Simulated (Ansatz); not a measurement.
Level of theory: DFT PBE, scalar-relativistic, plane waves, PAW (Ansatz 0.2.0). All cells share a 420 eV cutoff and Γ-centred k meshes spaced at most about 0.3 Å⁻¹ (about 0.25 or finer for metals, 2π included). No spin polarisation.

All energies are static (0 K, no zero-point motion).

Two relaxed structures of Hf₅H₂:

1.

```
CELL_PARAMETERS angstrom
3.23299 0.00000 0.00000
-1.61650 2.79986 0.00000
0.00000 0.00000 13.16727
ATOMIC_POSITIONS crystal
Hf 0.00000 0.00000 0.00000
Hf 0.66667 0.33333 0.78835
Hf 0.33333 0.66667 0.21165
Hf 0.66667 0.33333 0.40132
Hf 0.33333 0.66667 0.59867
H 0.00000 0.00000 0.15150
H 0.00000 0.00000 0.84850
```

2.

```
CELL_PARAMETERS angstrom
3.21239 0.00000 0.00000
-1.60620 2.78201 0.00000
0.00000 0.00000 25.86997
ATOMIC_POSITIONS crystal
Hf 0.33333 0.66667 0.04842
Hf 0.66667 0.33333 0.15191
Hf 0.33333 0.66667 0.45158
Hf 0.66667 0.33333 0.34809
Hf 0.33333 0.66667 0.25000
Hf 0.66667 0.33333 0.95158
Hf 0.33333 0.66667 0.84809
Hf 0.66667 0.33333 0.54842
Hf 0.33333 0.66667 0.65191
Hf 0.66667 0.33333 0.75000
H 0.00000 0.00000 0.10127
H 0.00000 0.00000 0.39873
H 0.00000 0.00000 0.89873
H 0.00000 0.00000 0.60127
```

Question: Which is lower in energy, and by how much?

Answer: Cell 1 is lower, by 92 meV/atom. Cell 1 has space group P-3m1 (No. 164), 17.0 Å³/atom and no gap on its mesh; cell 2 has space group P6_3/mmc (No. 194), 16.5 Å³/atom and no gap. Counting Hf atoms around H (those within 1.25 times the shortest such distance or 1.15 times the sum of covalent radii), cell 1 has H 4 and cell 2 has H 6. The lower one is the more open, so pressure narrows the difference. In cell 1, Hf on a site of symmetry -3m is surrounded by 2 H at 1.99 Å and 12 Hf at 3.23–3.35 Å; Hf on a site of symmetry 3m has 3 H at 2.03 Å and 12 Hf at 3.12–3.35 Å; H is surrounded by 4 Hf at 1.99–2.03 Å, 6 H at 3.23 Å and 12 Hf at 3.78–3.82 Å; 1 more site not described. In cell 2, Hf on a site of symmetry 3m is surrounded by 3 H at 2.30 Å and 12 Hf at 3.12–3.26 Å; Hf on a second site of symmetry 3m has 3 H at 2.27 Å and 12 Hf at 3.14–3.26 Å; H has 6 Hf at 2.27–2.30 Å; 1 more site not described. Both come from invented guesses.

Spin–orbit coupling, which can matter for Hf, is left out. With hydrogen, zero-point motion can shift such differences by 10 meV/atom or more. Cells relaxed within their symmetry can be saddle points.
